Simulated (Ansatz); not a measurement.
## Magnetic states of nickel, omega (AlB2-type)

The calculation used DFT, PBE, plane waves (420 eV) with PAW, scalar-relativistic in Ansatz.

Each start was relaxed and then solved on a dense mesh, with Fermi-Dirac smearing of 0.05 eV (0.1 eV in a metal without spin) extrapolated to zero. Rows within 2 meV/atom of each other tie.

Task: Where does each start end, and how do the energies compare? Starts: non-magnetic; ferromagnetic.

Result: 
| start | ends | ΔE (meV/atom) | V (Å³/atom) |
| --- | --- | --- | --- |
| ferromagnetic | ferromagnetic, net 0.64 μB per atom | 0.0 | 11.12 |
| non-magnetic | spin not included | 35.7 | 11.06 |
